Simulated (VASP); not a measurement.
# SiNi (Pnma) in VASP: a series of runs, part 2 of 2

VASP 6.6.1. The steps go on from the part before.

### 3 Relaxation of cell and atoms, PBE

This run uses another cell than the first one, of 12.10 Å³/atom, 1.024 times its volume.

File INCAR:

```
SYSTEM = SiNi
  ALGO = Normal
  EDIFF = 1E-6
  EDIFFG = -0.01
  ENCUT = 600
  GGA = PE
  IBRION = 2
  ISIF = 3
  ISMEAR = 1
  KPAR = 4
  LASPH = .TRUE.
  LCHARG = .FALSE.
  LREAL = .FALSE.
  LWAVE = .FALSE.
  NELM = 80
  NSW = 90
  PREC = Accurate
  SIGMA = 0.1
```

File KPOINTS:

```
k-points
0
G
  8 12 8
  0 0 0
```

File POSCAR:

```
SiNi
1.0
    5.1731000000      0.0000000000      0.0000000000
    0.0000000000      3.3381000000      0.0000000000
    0.0000000000      0.0000000000      5.6049000000
Si Ni
4 4
Direct
    0.3212800000      0.7500000000      0.0825000000
    0.1787200000      0.2500000000      0.5825000000
    0.8212800000      0.7500000000      0.4175000000
    0.6787200000      0.2500000000      0.9175000000
    0.0077900000      0.2500000000      0.1875200000
    0.4922100000      0.7500000000      0.6875200000
    0.5077900000      0.2500000000      0.3124800000
    0.9922100000      0.7500000000      0.8124800000
```

Potentials or basis: VASP PAW PBE potentials, release 64 (Si, Ni).

Launch:

```
$ cat potpaw_PBE.64/Si/POTCAR potpaw_PBE.64/Ni/POTCAR > POTCAR
$ mpirun -np 4 vasp_std > vasp.out
```

OUTCAR:

```text
SYSTEM = SiNi
   EDIFF = 1E-6
   EDIFFG = -0.01
   ENCUT = 600
   GGA = PE
   IBRION = 2
   ISIF = 3
   ISMEAR = 1
   LASPH = .TRUE.
   LREAL = .FALSE.
   NELM = 80
   NSW = 90
   PREC = Accurate

 ion  position               nearest neighbor table
   1  0.321  0.750  0.083-   8 2.28   7 2.32   7 2.32   6 2.38   5 2.40   5 2.40   4 2.66   4 2.66

   2  0.179  0.250  0.583-   7 2.28   8 2.32   8 2.32   5 2.38   6 2.40   6 2.40   3 2.66   3 2.66

   3  0.821  0.750  0.417-   6 2.28   5 2.32   5 2.32   8 2.38   7 2.40   7 2.40   2 2.66   2 2.66

   4  0.679  0.250  0.917-   5 2.28   6 2.32   6 2.32   7 2.38   8 2.40   8 2.40   1 2.66   1 2.66

   5  0.008  0.250  0.188-   4 2.28   3 2.32   3 2.32   2 2.38   1 2.40   1 2.40   7 2.68   7 2.68
                             8 2.69   8 2.69
   6  0.492  0.750  0.688-   3 2.28   4 2.32   4 2.32   1 2.38   2 2.40   2 2.40   8 2.68   8 2.68
                             7 2.69   7 2.69
   7  0.508  0.250  0.312-   2 2.28   1 2.32   1 2.32   4 2.38   3 2.40   3 2.40   5 2.68   5 2.68
                             6 2.69   6 2.69
   8  0.992  0.750  0.812-   1 2.28   2 2.32   2 2.32   3 2.38   4 2.40   4 2.40   6 2.68   6 2.68
                             5 2.69   5 2.69

  LATTYP: Found a simple orthorhombic cell.
 ALAT       =     3.3381000000
 B/A-ratio  =     1.5497139091
 C/A-ratio  =     1.6790689314

  Lattice vectors:

 A1 = (   0.0000000000,  -3.3381000000,   0.0000000000)
 A2 = (   5.1731000000,   0.0000000000,   0.0000000000)
[... 313 lines left out ...]
  free  energy   TOTEN  =       -47.5956045729 eV

  energy  without entropy=      -47.5940197742  energy(sigma->0) =      -47.59507631

[... ionic steps 4 to 13 ...]

--------------------------------------- Ionic step       14  -------------------------------------------

 number of electron      56.0000013 magnetization

------------------------ aborting loop because EDIFF is reached ----------------------------------------
[... 79 lines left out ...]
--------------------------------------- Ionic step       16  -------------------------------------------

 number of electron      56.0000012 magnetization

 Free energy of the ion-electron system (eV)
  ---------------------------------------------------
  ext. energy  EPLUGINS =         0.00000000
  ---------------------------------------------------
  free energy    TOTEN  =       -47.59913022 eV

  energy without entropy =      -47.59883386  energy(sigma->0) =      -47.59903143

 E-fermi :  10.3055     XC(G=0): -12.1702

 val. band max:       10.2854341245   @ k =   0.0000   0.4167   0.2500
 cond. band min:      10.3188903896   @ k =   0.2500   0.4167   0.2500
 fundamental gap:      0.0334562652
 Fermi energy:        10.3054688157

 k-point     1 :       0.0000    0.0000    0.0000
  band No.  band energies     occupation
      1      -2.6124      2.00000
      2       0.7370      2.00000
      3       1.9832      2.00000
      4       2.5782      2.00000
      5       3.8669      2.00000
      6       4.3455      2.00000
[... 853 lines left out ...]
     32      11.9185     -0.00000
     33      12.8007      0.00000

 [... further k-points ...]
[... 5 lines left out ...]
  --------------------------------------------------------------------------------------
  -------------------------------------------------------------------------------------
  Total       -0.0198457      0.0530106      0.0457225      0.0000000      0.0000000      0.0000000
  in kB       -0.3254011      0.8691911      0.7496917      0.0000000      0.0000000      0.0000000
  external PRESSURE =       0.4311606 kB  Pullay stress =       0.0000000 kB
[... 23 lines left out ...]
  FREE ENERGIE OF THE ION-ELECTRON SYSTEM (eV)
  ---------------------------------------------------
  free  energy   TOTEN  =       -47.5991302169 eV

  energy  without entropy=      -47.5988338575  energy(sigma->0) =      -47.59903143

 reached required accuracy - stopping structural energy minimisation
```

OSZICAR:

```text
N       E                     dE             d eps       ncg     rms          rms(c)
DAV:   1     0.389998582322E+03    0.39000E+03   -0.27307E+04 11550   0.222E+03
DAV:   2    -0.197311918982E+02   -0.40973E+03   -0.40171E+03 11550   0.429E+02
[... 133 lines left out ...]
       N       E                     dE             d eps       ncg     rms          rms(c)
DAV:   1    -0.475992712647E+02   -0.15172E-03   -0.39201E-03 13769   0.581E-01    0.107E-01
DAV:   2    -0.475993624975E+02   -0.91233E-04   -0.27929E-03 14421   0.744E-01    0.123E-01
DAV:   3    -0.475991381870E+02    0.22431E-03   -0.11893E-03 14031   0.498E-01    0.279E-02
DAV:   4    -0.475991314021E+02    0.67849E-05   -0.63422E-05 14716   0.594E-02    0.110E-02
DAV:   5    -0.475991302051E+02    0.11970E-05   -0.81969E-06 12879   0.375E-02    0.393E-03
DAV:   6    -0.475991302169E+02   -0.11717E-07   -0.10066E-06  6105   0.754E-03
  16 F= -.47599130E+02 E0= -.47599031E+02  d E =-.128150E-03
```

Run time: 16 min. Hardware: 4 MPI ranks of Intel Xeon Platinum 8488C (Sapphire Rapids), shared host; peak memory 0.63 GiB.

Results:

- Free energy: -47.5991 eV
- Relaxed volume: 12.21 Å³/atom
- Relaxed cell: a = 5.149 Å, b = 3.381 Å, c = 5.612 Å, α = 90.00°, β = 90.00°, γ = 90.00°
- Space group after relaxing (to 0.05 Å): Pnma (No. 62)
- Energy gained by relaxing: 1.2 meV/atom
- Ionic steps: 16
- Pressure after relaxing: 0.0 GPa
- Largest force after relaxing: 0.008 eV/Å
- Band gap on the k mesh: none (metal or under the smearing width)

Forces in eV/Å, atoms in the order of the input:
```
Si   0.007  0.000 -0.004
Si  -0.007  0.000 -0.004
Si   0.007  0.000  0.004
Si  -0.007  0.000  0.004
Ni   0.002  0.000 -0.002
Ni  -0.002  0.000 -0.002
Ni   0.002  0.000  0.002
Ni  -0.002  0.000  0.002
```

Step by step:
| step | energy change (eV) | largest force (eV/Å) | pressure (GPa) | volume (Å³) |
| --- | --- | --- | --- | --- |
| 1 | 0.0000 | 0.0498 | 1.71 | 96.79 |
| 2 | -0.0024 | 0.0567 | -1.49 | 98.61 |
| 3 | -0.0059 | 0.0475 | -0.02 | 97.81 |
| 4 | -0.0059 | 0.0477 | -0.15 | 97.86 |
| 5 | -0.0059 | 0.0483 | -0.24 | 97.84 |
| 6 | -0.0072 | 0.0289 | -0.14 | 97.86 |
| 7 | -0.0085 | 0.0229 | -0.20 | 97.89 |
| 8 | -0.0085 | 0.0238 | -0.14 | 97.90 |
| 9 | -0.0089 | 0.0242 | 0.19 | 97.70 |
| 10 | -0.0089 | 0.0247 | 0.09 | 97.69 |
| 11 | -0.0089 | 0.0260 | 0.19 | 97.67 |
| 12 | -0.0092 | 0.0235 | 0.16 | 97.73 |
| 13 | -0.0093 | 0.0251 | -0.17 | 97.84 |
| 14 | -0.0093 | 0.0236 | -0.09 | 97.80 |
| 15 | -0.0094 | 0.0121 | -0.02 | 97.75 |
| 16 | -0.0095 | 0.0083 | 0.04 | 97.71 |

Final structure:
```
Si Ni
1.0
     5.14940    0.00000    0.00000
     0.00000    3.38112    0.00000
     0.00000    0.00000    5.61229
Si Ni
4 4
Direct
  0.32089 0.75000 0.08477
  0.17911 0.25000 0.58477
  0.82089 0.75000 0.41523
  0.67911 0.25000 0.91523
  0.00848 0.25000 0.18860
  0.49152 0.75000 0.68860
  0.50848 0.25000 0.31140
  0.99152 0.75000 0.81140
```

### 4 Relaxation of cell and atoms, PBE

This run uses another cell than the first one, of 12.21 Å³/atom, 1.034 times its volume.

Changes to INCAR since step 3:

```diff
@@ -2,4 +2,4 @@
   ALGO = Normal
-  EDIFF = 1E-6
-  EDIFFG = -0.01
+  EDIFF = 1E-7
+  EDIFFG = -0.005
   ENCUT = 600
```

KPOINTS is that of step 3.

File POSCAR:

```
SiNi                                    
1.0
    5.1494048597     -0.0000000000      0.0000000000
   -0.0000000000      3.3811176053      0.0000000000
    0.0000000000      0.0000000000      5.6122944565
  Si              Ni            
     4     4
Direct
     0.3208909155869607    0.7500000000000000    0.0847739854370817
     0.1791090844130392    0.2500000000000000    0.5847739854370816
     0.8208909155869606    0.7500000000000000    0.4152260145629183
     0.6791090844130394    0.2500000000000000    0.9152260145629184
     0.0084808556868073    0.2500000000000000    0.1886003609630057
     0.4915191443131928    0.7500000000000000    0.6886003609630056
     0.5084808556868075    0.2500000000000000    0.3113996390369943
     0.9915191443131925    0.7500000000000000    0.8113996390369944
```

Potentials or basis: VASP PAW PBE potentials, release 64 (Si, Ni).

Launch:

```
$ cat potpaw_PBE.64/Si/POTCAR potpaw_PBE.64/Ni/POTCAR > POTCAR
$ mpirun -np 4 vasp_std > vasp.out
```

OUTCAR:

```text
SYSTEM = SiNi
   EDIFF = 1E-7
   EDIFFG = -0.005
   ENCUT = 600
   GGA = PE
   IBRION = 2
   ISIF = 3
   ISMEAR = 1
   LASPH = .TRUE.
   LREAL = .FALSE.
   NELM = 80
   NSW = 90
   PREC = Accurate

 ion  position               nearest neighbor table
   1  0.321  0.750  0.085-   8 2.29   7 2.33   7 2.33   6 2.39   5 2.41   5 2.41   4 2.68   4 2.68

   2  0.179  0.250  0.585-   7 2.29   8 2.33   8 2.33   5 2.39   6 2.41   6 2.41   3 2.68   3 2.68

   3  0.821  0.750  0.415-   6 2.29   5 2.33   5 2.33   8 2.39   7 2.41   7 2.41   2 2.68   2 2.68

   4  0.679  0.250  0.915-   5 2.29   6 2.33   6 2.33   7 2.39   8 2.41   8 2.41   1 2.68   1 2.68

   5  0.008  0.250  0.189-   4 2.29   3 2.33   3 2.33   2 2.39   1 2.41   1 2.41   7 2.67   7 2.67
                             8 2.71   8 2.71
   6  0.492  0.750  0.689-   3 2.29   4 2.33   4 2.33   1 2.39   2 2.41   2 2.41   8 2.67   8 2.67
                             7 2.71   7 2.71
[... 337 lines left out ...]
  ext. energy  EPLUGINS =         0.00000000
  ---------------------------------------------------
  free energy    TOTEN  =       -47.59944970 eV

  energy without entropy =      -47.59920923  energy(sigma->0) =      -47.59936954

 E-fermi :  10.2984     XC(G=0): -12.1682

 val. band max:       10.2787347129   @ k =   0.0000   0.4167   0.2500
 cond. band min:      10.3123727217   @ k =   0.2500   0.4167   0.2500
 fundamental gap:      0.0336380089
 Fermi energy:        10.2983884792

 k-point     1 :       0.0000    0.0000    0.0000
  band No.  band energies     occupation
      1      -2.6156      2.00000
      2       0.7293      2.00000
      3       1.9799      2.00000
      4       2.5797      2.00000
      5       3.8668      2.00000
      6       4.3424      2.00000
[... 853 lines left out ...]
     32      11.9094     -0.00000
     33      12.7947      0.00000

 [... further k-points ...]
[... 5 lines left out ...]
  --------------------------------------------------------------------------------------
  -------------------------------------------------------------------------------------
  Total       -0.0172308     -0.0175571     -0.0178858      0.0000000      0.0000000      0.0000000
  in kB       -0.2824083     -0.2877566     -0.2931435      0.0000000      0.0000000      0.0000000
  external PRESSURE =      -0.2877695 kB  Pullay stress =       0.0000000 kB
[... 23 lines left out ...]
  FREE ENERGIE OF THE ION-ELECTRON SYSTEM (eV)
  ---------------------------------------------------
  free  energy   TOTEN  =       -47.5994497037 eV

  energy  without entropy=      -47.5992092267  energy(sigma->0) =      -47.59936954

 reached required accuracy - stopping structural energy minimisation
```

OSZICAR:

```text
N       E                     dE             d eps       ncg     rms          rms(c)
DAV:   1     0.388070124596E+03    0.38807E+03   -0.27345E+04 11550   0.222E+03
DAV:   2    -0.200709631626E+02   -0.40814E+03   -0.40022E+03 11550   0.427E+02
DAV:   3    -0.532300703612E+02   -0.33159E+02   -0.32423E+02 13279   0.144E+02
DAV:   4    -0.545959018029E+02   -0.13658E+01   -0.13545E+01 14461   0.262E+01
[... 33 lines left out ...]
DAV:   2    -0.475995369457E+02   -0.35259E-04   -0.10342E-03 14299   0.457E-01    0.752E-02
DAV:   3    -0.475994523523E+02    0.84593E-04   -0.43640E-04 13944   0.303E-01    0.157E-02
DAV:   4    -0.475994501893E+02    0.21630E-05   -0.23998E-05 14412   0.353E-02    0.649E-03
DAV:   5    -0.475994497281E+02    0.46117E-06   -0.27299E-06 15058   0.218E-02    0.251E-03
DAV:   6    -0.475994497037E+02    0.24476E-07   -0.27976E-07  8200   0.373E-03
   4 F= -.47599450E+02 E0= -.47599370E+02  d E =-.111429E-04
```

It took 5 min on 4 MPI ranks of Intel Xeon Platinum 8488C (Sapphire Rapids), shared host; peak memory 0.62 GiB.

What came out:

- Free energy: -47.5994 eV
- Relaxed volume: 12.22 Å³/atom
- Relaxed cell: a = 5.148 Å, b = 3.382 Å, c = 5.614 Å, α = 90.00°, β = 90.00°, γ = 90.00°
- Space group after relaxing (to 0.05 Å): Pnma (No. 62)
- Energy gained by relaxing: 0.0 meV/atom
- Ionic steps: 4
- Pressure after relaxing: 0.0 GPa
- Band gap on the k mesh: none (metal or under the smearing width)

Forces on the atoms (eV/Å):
```
Si   0.002  0.000  0.000
Si  -0.002  0.000  0.000
Si   0.002  0.000  0.000
Si  -0.002  0.000  0.000
Ni   0.001  0.000  0.000
Ni  -0.001  0.000  0.000
Ni   0.001  0.000  0.000
Ni  -0.001  0.000  0.000
```

Final structure:
```yaml
crystal:
  lattice:
    - [5.14789, 0.00000, 0.00000]
    - [0.00000, 3.38244, 0.00000]
    - [0.00000, 0.00000, 5.61408]
  atoms:
    - { symbol: Si, position: [0.32100, 0.75000, 0.08471] }
    - { symbol: Si, position: [0.17900, 0.25000, 0.58471] }
    - { symbol: Si, position: [0.82100, 0.75000, 0.41529] }
    - { symbol: Si, position: [0.67900, 0.25000, 0.91529] }
    - { symbol: Ni, position: [0.00851, 0.25000, 0.18859] }
    - { symbol: Ni, position: [0.49149, 0.75000, 0.68859] }
    - { symbol: Ni, position: [0.50851, 0.25000, 0.31141] }
    - { symbol: Ni, position: [0.99149, 0.75000, 0.81141] }
```

Levels at points of the mesh, in eV from the Fermi level:
| k point | band 26 | band 27 | band 28 | band 29 | band 30 | band 31 |
| --- | --- | --- | --- | --- | --- | --- |
| (0.00, 0.00, 0.00) | -1.16 | -1.13 | -0.93 | 0.64 | 1.24 | 3.29 |
| (0.50, 0.00, 0.00) | -1.83 | 1.04 | 1.04 | 1.06 | 1.06 | 3.61 |
| (0.00, 0.50, 0.00) | -1.88 | -1.39 | -1.39 | -0.60 | -0.60 | 1.97 |
| (0.50, 0.50, 0.00) | -1.67 | -1.67 | -1.67 | 0.44 | 0.44 | 0.44 |
| (0.00, 0.00, 0.50) | -1.41 | -0.24 | -0.24 | 0.89 | 0.89 | 3.20 |
| (0.50, 0.00, 0.50) | -1.00 | 0.77 | 0.77 | 2.27 | 2.27 | 2.71 |
| (0.00, 0.50, 0.50) | -1.95 | -1.68 | -1.68 | 0.17 | 0.17 | 1.26 |
| (0.50, 0.50, 0.50) | -1.87 | -1.87 | -1.87 | 2.51 | 2.51 | 2.51 |

### 5 Relaxation of cell and atoms, r2SCAN

This run uses another cell than the first one, of 12.10 Å³/atom, 1.024 times its volume.

File INCAR:

```
SYSTEM = SiNi
ALGO = Normal
EDIFF = 1E-6
EDIFFG = -0.01
ENCUT = 600
IBRION = 2
ISIF = 3
ISMEAR = 1
KPAR = 4
LASPH = .TRUE.
LCHARG = .FALSE.
LMIXTAU = .TRUE.
LREAL = .FALSE.
LWAVE = .FALSE.
METAGGA = R2SCAN
NELM = 80
NSW = 90
PREC = Accurate
SIGMA = 0.1
```

KPOINTS is that of step 4.

File POSCAR:

```
SiNi
1.0
    5.1731000000      0.0000000000      0.0000000000
    0.0000000000      3.3381000000      0.0000000000
    0.0000000000      0.0000000000      5.6049000000
Si Ni
4 4
Direct
    0.3212800000      0.7500000000      0.0825000000
    0.1787200000      0.2500000000      0.5825000000
    0.8212800000      0.7500000000      0.4175000000
    0.6787200000      0.2500000000      0.9175000000
    0.0077900000      0.2500000000      0.1875200000
    0.4922100000      0.7500000000      0.6875200000
    0.5077900000      0.2500000000      0.3124800000
    0.9922100000      0.7500000000      0.8124800000
```

Launch:

```
$ cat potpaw_PBE.64/Si/POTCAR potpaw_PBE.64/Ni/POTCAR > POTCAR
$ mpirun -np 4 vasp_std > vasp.out
```

Wall time 65 min (4 MPI ranks of Intel Xeon Platinum 8488C (Sapphire Rapids), shared host); peak memory 0.64 GiB.

The run converged. Its results:

```yaml
Free_energy: -86.6920 eV
Relaxed_volume: 11.89 Å³/atom
Relaxed_cell: a = 5.093 Å, b = 3.354 Å, c = 5.570 Å, α = 90.00°, β = 90.00°, γ = 90.00°
Space_group_after_relaxing_to_0.05_Å: Pnma (No. 62)
Energy_gained_by_relaxing: 3.2 meV/atom
Ionic_steps: 15
Pressure_after_relaxing: 0.0 GPa
Largest_force_after_relaxing: 0.007 eV/Å
Band_gap_on_the_k_mesh: none (metal or under the smearing width)
```

Forces on the atoms (eV/Å):
```
Si   0.006  0.000 -0.001
Si  -0.006  0.000 -0.001
Si   0.006  0.000  0.001
Si  -0.006  0.000  0.001
Ni  -0.002  0.000 -0.002
Ni   0.002  0.000 -0.002
Ni  -0.002  0.000  0.002
Ni   0.002  0.000  0.002
```

The path:
```csv
step,energy change (eV),largest force (eV/Å),pressure (GPa),volume (Å³)
1,0.0000,0.1339,-3.26,96.79
2,-0.0018,0.0539,3.76,93.38
3,-0.0204,0.0602,0.21,95.02
4,-0.0232,0.0398,0.16,95.08
5,-0.0248,0.0452,0.10,95.17
6,-0.0249,0.0413,0.09,95.16
7,-0.0253,0.0274,-0.21,95.27
8,-0.0254,0.0223,-0.25,95.32
9,-0.0257,0.0149,-0.04,95.20
10,-0.0257,0.0126,0.06,95.13
11,-0.0257,0.0127,0.10,95.10
12,-0.0258,0.0109,0.05,95.12
13,-0.0258,0.0109,0.06,95.13
14,-0.0259,0.0121,0.01,95.15
15,-0.0259,0.0065,0.02,95.15
```

Final structure:
```
Si Ni
1.0
     5.09321    0.00000    0.00000
     0.00000    3.35390    0.00000
     0.00000    0.00000    5.57043
Si Ni
4 4
Cartesian
  1.6346 2.5154 0.4678
  0.9120 0.8385 3.2531
  4.1812 2.5154 2.3174
  3.4586 0.8385 5.1026
  0.0408 0.8385 1.0544
  2.5058 2.5154 3.8396
  2.5874 0.8385 1.7309
  5.0524 2.5154 4.5161
```

Levels at points of the mesh, in eV from the Fermi level:
```
           k point  band 26  band 27  band 28  band 29  band 30  band 31
(0.00, 0.00, 0.00)    -1.33    -1.25    -1.03     0.69     1.48     3.49
(0.50, 0.00, 0.00)    -2.02     1.07     1.07     1.17     1.17     4.09
(0.00, 0.50, 0.00)    -2.10    -1.56    -1.56    -0.62    -0.62     2.11
(0.50, 0.50, 0.00)    -1.84    -1.84    -1.84     0.51     0.51     0.51
(0.00, 0.00, 0.50)    -1.58    -0.27    -0.27     0.90     0.90     3.57
(0.50, 0.00, 0.50)    -1.09     0.84     0.84     2.40     2.40     2.85
(0.00, 0.50, 0.50)    -2.17    -1.84    -1.84     0.15     0.15     1.52
(0.50, 0.50, 0.50)    -2.07    -2.07    -2.07     2.67     2.67     2.67
```

Caveat: the PAW data sets were made with another functional, which shifts forces and pressure a little. Spin polarisation is off, so any magnetic state and its effect on volume and gap are missing.

### 6 Summary

```csv
level,gap on the mesh (eV),pressure (GPa),relaxed volume (Å³/atom)
PBEsol,none,0.0,11.81
PBE,none,0.0,12.22
r2SCAN,none,0.0,11.89
```

Alike in all rows: task relaxation of cell and atoms; potentials or basis VASP PAW PBE potentials, release 64 (Si, Ni); no spin polarisation; cell relaxed; k mesh 8 × 12 × 8; cutoff (eV) 600; smearing methfessel-paxton 0.1 eV.

Caveats: the PAW data sets were made with another functional, which shifts forces and pressure a little (some runs).

Total energies depend on the potentials used, so only differences within one code and one set of settings carry meaning.
